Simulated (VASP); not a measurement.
# BaTiO3 (Barioperovskite) (Amm2) in VASP: notebook, part 3 of 3

VASP 6.6.1.

## Step 10: Band structure, PBEsol

POSCAR reads:

```
BaTiO3
1.0
    3.9855000000      0.0000000000      0.0000000000
    0.0000000000      2.8369000000      2.8451500000
    0.0000000000     -2.8369000000      2.8451500000
Ba Ti O
1 1 3
Direct
    0.0000000000      0.0000000000      0.0000000000
    0.5000000000      0.5124000000      0.5124000000
    0.5000000000      0.9918400000      0.5052400000
    0.5000000000      0.5052400000      0.9918400000
    0.0000000000      0.4874000000      0.4874000000
```

INCAR.step1 reads:

```
PREC = Accurate ; ENCUT = 520
EDIFF = 1E-7 ; ISMEAR = 0
SIGMA = 0.02 ; LREAL = F
LASPH = T ; NELM = 100
ALGO = Normal ; ISIF = 2
LWAVE = F ; LCHARG = T
LMAXMIX = 4 ; GGA = PS
KPAR = 2
```

KPOINTS.step1 reads:

```
regular mesh
0
Gamma
  8 8 8
```

INCAR.step2 reads:

```
PREC = Accurate ; ENCUT = 520
EDIFF = 1E-7 ; ISMEAR = 0
SIGMA = 0.05 ; LREAL = F
LASPH = T ; NELM = 100
ALGO = Normal ; ISIF = 2
LWAVE = F ; LCHARG = F
LMAXMIX = 4 ; GGA = PS
ICHARG = 11 ; KPAR = 2
```

KPOINTS.step2 reads:

```
path GXSRAZGYX1A1TY,ZT
20
line-mode
reciprocal
 0.0000000000  0.0000000000  0.0000000000  G
 0.0000000000  0.4985522663 -0.4985522663  X

 0.0000000000  0.4985522663 -0.4985522663  X
 0.0000000000  0.0000000000 -0.5000000000  S

 0.0000000000  0.0000000000 -0.5000000000  S
-0.5000000000  0.0000000000 -0.5000000000  R

-0.5000000000  0.0000000000 -0.5000000000  R
-0.5000000000  0.4985522663 -0.4985522663  A

-0.5000000000  0.4985522663 -0.4985522663  A
-0.5000000000  0.0000000000  0.0000000000  Z

-0.5000000000  0.0000000000  0.0000000000  Z
 0.0000000000  0.0000000000  0.0000000000  G

 0.0000000000  0.0000000000  0.0000000000  G
 0.0000000000 -0.5000000000 -0.5000000000  Y

 0.0000000000 -0.5000000000 -0.5000000000  Y
 0.0000000000 -0.4985522663 -0.5014477337  X1

 0.0000000000 -0.4985522663 -0.5014477337  X1
-0.5000000000 -0.4985522663 -0.5014477337  A1

-0.5000000000 -0.4985522663 -0.5014477337  A1
-0.5000000000 -0.5000000000 -0.5000000000  T

-0.5000000000 -0.5000000000 -0.5000000000  T
 0.0000000000 -0.5000000000 -0.5000000000  Y

-0.5000000000  0.0000000000  0.0000000000  Z
-0.5000000000 -0.5000000000 -0.5000000000  T
```

Potentials or basis: VASP PAW PBE potentials, release 64 (Ba_sv, Ti_sv, O).

Run with:

```console
$ cat potpaw_PBE.64/Ba_sv/POTCAR potpaw_PBE.64/Ti_sv/POTCAR potpaw_PBE.64/O/POTCAR > POTCAR
$ cp INCAR.step1 INCAR
$ cp KPOINTS.step1 KPOINTS
$ mpirun -np 2 vasp_std > vasp.out
$ cp INCAR.step2 INCAR
$ cp KPOINTS.step2 KPOINTS
$ mpirun -np 2 vasp_std > vasp.out
```

OUTCAR:

```text
PREC = Accurate
   ENCUT = 520
   EDIFF = 1E-7
   ISMEAR = 0
   LREAL = F
   LASPH = T
   NELM = 100
   ISIF = 2
   GGA = PS
   ICHARG = 11

 ion  position               nearest neighbor table
   1  0.000  0.000  0.000-   5 2.77   4 2.81   3 2.81   3 2.81   4 2.81   5 2.84   5 2.84   4 2.84
                             3 2.84   3 2.84   4 2.84   5 2.92   2 3.42   2 3.42   2 3.47   2 3.47
   2  0.500  0.512  0.512-   3 1.93   4 1.93   5 2.00   5 2.00   3 2.09   4 2.09   1 3.42   1 3.42
                             1 3.47   1 3.47   1 3.47   1 3.47   1 3.53   1 3.53
   3  0.500  0.992  0.505-   2 1.93   2 2.09   1 2.81   1 2.81   1 2.84   1 2.84
   4  0.500  0.505  0.992-   2 1.93   2 2.09   1 2.81   1 2.81   1 2.84   1 2.84
   5  0.000  0.487  0.487-   2 2.00   2 2.00   1 2.77   1 2.84   1 2.84   1 2.92

  LATTYP: Found a base centered orthorhombic cell.
 ALAT       =     5.6738000000
 B/A-ratio  =     1.0029081039
 C/A-ratio  =     0.7024392823

  Lattice vectors:

 A1 = (   0.0000000000,   2.8369000000,  -2.8451500000)
 A2 = (   0.0000000000,   2.8369000000,   2.8451500000)
 A3 = (   3.9855000000,   0.0000000000,   0.0000000000)

Analysis of symmetry for initial positions (statically):
=====================================================================
 Subroutine PRICEL returns:
 Original cell was already a primitive cell.

 Routine SETGRP: Setting up the symmetry group for a
 base centered orthorhombic supercell.

 Subroutine GETGRP returns: Found  4 space group operations
 (whereof  4 operations were pure point group operations)
 out of a pool of  8 trial point group operations.

The static configuration has the point symmetry C_2v.

Analysis of symmetry for dynamics (positions and initial velocities):
=====================================================================
 Subroutine PRICEL returns:
 Original cell was already a primitive cell.

 Routine SETGRP: Setting up the symmetry group for a
 base centered orthorhombic supercell.

 Subroutine GETGRP returns: Found  4 space group operations
 (whereof  4 operations were pure point group operations)
 out of a pool of  8 trial point group operations.

The dynamic configuration has the point symmetry C_2v.

 Subroutine INISYM returns: Found  4 space group operations
 (whereof  4 operations are pure point group operations),
 and found     1 'primitive' translations

----------------------------------------------------------------------------------------

                                     Primitive cell

  volume of cell :      64.3372

  direct lattice vectors                    reciprocal lattice vectors
     3.985500000  0.000000000  0.000000000     0.250909547  0.000000000  0.000000000
     0.000000000  2.836900000  2.845150000     0.000000000  0.176248722  0.175737659
     0.000000000 -2.836900000  2.845150000     0.000000000 -0.176248722  0.175737659

  length of vectors
     3.985500000  4.017820321  4.017820321     0.250909547  0.248892219  0.248892219

  position of ions in fractional coordinates (direct lattice)
     0.000000000  0.000000000  0.000000000
     0.500000000  0.512400000  0.512400000
     0.500000000  0.991840000  0.505240000
     0.500000000  0.505240000  0.991840000
     0.000000000  0.487400000  0.487400000
[... 26 lines left out ...]
   -0.500000 -0.500000 -0.500000  ...  0.000000 -0.500000 -0.500000
   -0.500000  0.000000  0.000000  ... -0.500000 -0.500000 -0.500000

 Generated    20 points on each line segment, for a total of    240 k-points:

 Following reciprocal coordinates:
            Coordinates               Weight
  0.000000  0.000000  0.000000      0.004167
  0.000000  0.026240 -0.026240      0.004167
  0.000000  0.052479 -0.052479      0.004167
  0.000000  0.078719 -0.078719      0.004167
  0.000000  0.104958 -0.104958      0.004167
  0.000000  0.131198 -0.131198      0.004167
[... 16 lines left out ...]
  0.000000  0.446073 -0.498705      0.004167
  0.000000  0.419833 -0.498781      0.004167
 [... further k-points ...]
   k-points           NKPTS =    240   k-points in BZ     NKDIM =    240   number of bands    NBANDS=     24
   number of dos      NEDOS =    301   number of ions     NIONS =      5
   total plane-waves  NPLWV =  27000
   dimension x,y,z NGX =    30 NGY =   30 NGZ =   30
   dimension x,y,z NGXF=    60 NGYF=   60 NGZF=   60
   ions per type =               1   1   3
   NGX,Y,Z   is equivalent  to a cutoff of  12.51, 12.41, 12.41 a.u.
   NGXF,Y,Z  is equivalent  to a cutoff of  25.03, 24.83, 24.83 a.u.
 SYSTEM =  unknown system
   PREC   = accura    normal or accurate (medium, high low for compatibility)
   ISTART =      0    job   : 0-new  1-cont  2-samecut
   ICHARG =     11    charge: 1-file 2-atom 10-const
   ISPIN  =      1    spin polarized calculation?
   LNONCOLLINEAR =      F non collinear calculations
   LSORBIT =      F    spin-orbit coupling
   LASPH  =      T    aspherical Exc in radial PAW
   ENCUT  =  520.0 eV  38.22 Ry    6.18 a.u.   7.41  7.47  7.47*2*pi/ulx,y,z
   NELM   =    100;   NELMIN=  2; NELMDL=  0     # of ELM steps
   EDIFF  = 0.1E-06   stopping-criterion for ELM
   LREAL  =      F    real-space projection
   EDIFFG = 0.1E-05   stopping-criterion for IOM
   NSW    =      0    number of steps for IOM
   IBRION =     -1    ionic relax: 0-MD 1-quasi-New 2-CG
   NFREE  =      0    steps in history (QN), initial steepest desc. (CG)
   ISIF   =      2    stress and relaxation
   ISYM   =      2    0-nonsym 1-usesym 2-fastsym
   POTIM  = 0.5000    time-step for ionic-motion
   TEBEG  =    0.0;   TEEND  =   0.0 temperature during run
   PSTRESS=    0.0 pullay stress
   NELECT =      40.0000    total number of electrons
   NUPDOWN=      -1.0000    fix difference up-down
   EMIN   =  10.00;   EMAX   =-10.00  energy-range for DOS
   EFERMI =   0.00;   METHOD = LEGACY
   ISMEAR =     0;   SIGMA  =   0.05  broadening in eV -4-tet -1-fermi 0-gaus
   EFERMI_NEDOS =   21; number of points for ismear=-14 and -15
   IALGO  =     38    algorithm
   IMIX   =      4    mixing-type and parameters
     AMIX     =   0.40;   BMIX     =  1.00
     AMIX_MAG =   1.60;   BMIX_MAG =  1.00
  volume/ion in A,a.u.               =      12.87        86.83
  Fermi-wavevector in a.u.,A,eV,Ry     =   1.397250  2.640420 26.562762  1.952308
  Thomas-Fermi vector in A             =   2.520525
   LORBIT       =      0    0 simple, 1 ext, 2 COOP (PROOUT), +10 PAW based schemes
   GGA     = PS    functional components
   LHFCALC =     F    Hartree Fock is set to
   AEXX    =    0.0000 exact exchange contribution
   IVDW    =     0    specifies the selected vdW correction
   LEPSILON=     F    determine dielectric tensor
   LRPA    =     F    only Hartree local field effects (RPA)
 non-spin polarized calculation
 Gauss-broadening in eV      SIGMA  =   0.05
  energy-cutoff  :      520.00
  volume of cell :       64.34
 maximum number of plane-waves:      1767
 NGX is ok and might be reduce to    30

 number of electron      39.9999995 magnetization

 Free energy of the ion-electron system (eV)
  ---------------------------------------------------
  ext. energy  EPLUGINS =         0.00000000
  ---------------------------------------------------
  free energy    TOTEN  =       -42.60330613 eV

  energy without entropy =      -42.60330613  energy(sigma->0) =      -42.60330613

 E-fermi :   3.9193     XC(G=0): -11.4952

 val. band max:        3.6632741874   @ k =  -0.5000  -0.5000  -0.5000
 cond. band min:       5.4670366934   @ k =   0.0000   0.0000   0.0000
 fundamental gap:      1.8037625059
 Fermi energy:         3.9192740624

 k-point     1 :       0.0000    0.0000    0.0000
  band No.  band energies     occupation
      1     -52.6409      2.00000
      2     -28.9804      2.00000
      3     -28.9788      2.00000
      4     -28.9636      2.00000
      5     -21.1118      2.00000
      6     -13.1421      2.00000
[... 637 lines left out ...]
     23       7.5584      0.00000
     24       8.5560      0.00000

 [... further k-points ...]
[... 5 lines left out ...]
  --------------------------------------------------------------------------------------
  -------------------------------------------------------------------------------------
  Total        1.4436883     -0.1279181     -0.4616971      0.0000000      0.0000000      0.0000000
  in kB       35.9519137     -3.1855230    -11.4975620      0.0000000      0.0000000      0.0000000
  external PRESSURE =       7.0896096 kB  Pullay stress =       0.0000000 kB

 VOLUME and BASIS-vectors are now :
 -----------------------------------------------------------------------------
  energy-cutoff  :      520.00
  volume of cell :       64.34
      direct lattice vectors                 reciprocal lattice vectors
     3.985500000  0.000000000  0.000000000     0.250909547  0.000000000  0.000000000
     0.000000000  2.836900000  2.845150000     0.000000000  0.176248722  0.175737659
     0.000000000 -2.836900000  2.845150000     0.000000000 -0.176248722  0.175737659

 POSITION                                       TOTAL-FORCE (eV/Angst)
 -----------------------------------------------------------------------------------
      0.00000      0.00000      0.00000         0.000000     -0.000000      0.268847
      1.99275      0.00000      2.91571         0.000000     -0.000000      0.262475
      1.99275      1.38044      4.25942         0.000000     -0.064090     -0.275766
      1.99275     -1.38044      4.25942         0.000000      0.064090     -0.275766
      0.00000      0.00000      2.77345         0.000000     -0.000000      0.020210
 -----------------------------------------------------------------------------------
    total drift:                                0.000000      0.000001     -0.011031

  FREE ENERGIE OF THE ION-ELECTRON SYSTEM (eV)
  ---------------------------------------------------
  free  energy   TOTEN  =       -42.6033061290 eV

  energy  without entropy=      -42.6033061290  energy(sigma->0) =      -42.60330613
```

Wall time 3.4 min (2 MPI ranks of Intel Xeon Platinum 8259CL at 2.50GHz (Skylake/Cascade Lake), shared host); peak memory 0.45 GiB.

What came out:

| Item | Value |
| --- | --- |
| Band gap on the k mesh | 1.80 eV, indirect (least direct gap 2.01 eV) |
| Band gap along the path | 1.80 eV, indirect (least direct gap 2.01 eV) |

Levels at the corners of the path, in eV from the valence-band top:
```
point  band 16  band 17  band 18  band 19  band 20  band 21  band 22  band 23  band 24
    Γ    -1.16    -1.11    -0.36    -0.25    -0.21     1.80     1.87     2.03     4.04
    X    -2.72    -1.68    -0.92    -0.88    -0.14     3.54     3.60     3.94     4.90
    X    -2.72    -1.68    -0.92    -0.88    -0.14     3.54     3.60     3.94     4.90
    S    -1.97    -1.87    -1.71    -0.83    -0.75     2.06     3.53     3.56     4.08
    S    -1.97    -1.87    -1.71    -0.83    -0.75     2.06     3.53     3.56     4.08
    R    -2.72    -1.74    -0.90    -0.89    -0.09     3.55     3.57     3.95     4.78
    R    -2.72    -1.74    -0.90    -0.89    -0.09     3.55     3.57     3.95     4.78
    A    -2.42    -2.41    -0.05    -0.01     0.00     4.16     4.21     4.22     6.55
    A    -2.42    -2.41    -0.05    -0.01     0.00     4.16     4.21     4.22     6.53
    Z    -2.03    -1.84    -1.76    -0.84    -0.79     2.01     3.51     3.59     4.02
    Z    -2.03    -1.84    -1.76    -0.84    -0.79     2.01     3.51     3.59     4.02
    Γ    -1.16    -1.11    -0.36    -0.25    -0.21     1.80     1.87     2.03     4.04
    Γ    -1.16    -1.11    -0.36    -0.25    -0.21     1.80     1.87     2.03     4.04
    Y    -2.72    -1.68    -0.92    -0.88    -0.14     3.54     3.60     3.94     4.90
    Y    -2.72    -1.68    -0.92    -0.88    -0.14     3.54     3.60     3.94     4.90
   X1    -2.72    -1.68    -0.92    -0.88    -0.14     3.54     3.60     3.94     4.90
   X1    -2.72    -1.68    -0.92    -0.88    -0.14     3.54     3.60     3.94     4.90
   A1    -2.42    -2.41    -0.05    -0.01     0.00     4.16     4.21     4.22     6.54
   A1    -2.42    -2.41    -0.05    -0.01     0.00     4.16     4.21     4.22     6.54
    T    -2.42    -2.41    -0.05    -0.01     0.00     4.16     4.21     4.22     6.53
    T    -2.42    -2.41    -0.05    -0.01     0.00     4.16     4.21     4.22     6.60
    Y    -2.72    -1.68    -0.92    -0.88    -0.14     3.54     3.60     3.94     4.90
    Z    -2.03    -1.84    -1.76    -0.84    -0.79     2.01     3.51     3.59     4.02
    T    -2.42    -2.41    -0.05    -0.01     0.00     4.16     4.21     4.22     6.53
```

Caveat: the log is that of the step along the path at fixed density, whose energy, stress, charges and moments have no meaning; the PAW data sets were made with another functional, which shifts forces and pressure a little; spin-orbit coupling is left out, which moves the levels of the heavy elements. PBEsol gaps usually lie below the measured ones, often by a third to a half.

## Step 11: For comparison

An earlier run on the cell as given: functional PBEsol; potentials or basis VASP PAW PBE potentials, release 64 (Ba_sv, Ti_sv, O); cutoff 520 eV; k mesh 7 × 7 × 7; occupations fermi-dirac, width 0.05 eV; no spin polarisation.

* Pressure: -2.1 GPa
* Largest force: 0.277 eV/Å
* Band gap on the k mesh: 1.88 eV, indirect (least direct gap 2.01 eV)

## Step 12: Overview

```csv
task,level,potentials or basis,cell,k mesh,smearing,ladder,gap on the mesh (eV),pressure (GPa),largest force (eV/Å)
band structure,LDA,"VASP PAW LDA potentials, release 64 (Ba_sv, Ti_sv, O)","Amm2, 12.87 Å³/atom",8 × 8 × 8,gaussian 0.02 eV,gaps,1.76,-6.6,0.30
band structure,r2SCAN,"VASP PAW PBE potentials, release 64 (Ba_sv, Ti_sv, O)","Amm2, 12.87 Å³/atom",8 × 8 × 8,gaussian 0.02 eV,gaps,2.24,1.1,0.27
equation of state,r2SCAN,"VASP PAW PBE potentials, release 64 (Ba_sv, Ti_sv, O)","Amm2, 13.12 Å³/atom",6 × 6 × 6,gaussian 0.02 eV,gaps,-,-,-
band structure,PBEsol,"VASP PAW PBE potentials, release 64 (Ba_sv, Ti_sv, O)","Amm2, 12.87 Å³/atom",8 × 8 × 8,gaussian 0.02 eV,free,1.80,-,-
single point,PBEsol,"VASP PAW PBE potentials, release 64 (Ba_sv, Ti_sv, O)","Amm2, 12.87 Å³/atom",7 × 7 × 7,fermi-dirac 0.05 eV,free,1.88,-2.1,0.28
```

Alike in all rows: no spin polarisation; cutoff (eV) 520.

Caveats: spin-orbit coupling is left out, which moves the levels of the heavy elements (some runs); the PAW data sets were made with another functional, which shifts forces and pressure a little (some runs); an odd mesh through Γ misses points on the zone boundary, where band edges often lie (some runs).

Total energies depend on the potentials used, so only differences within one code and one set of settings carry meaning.
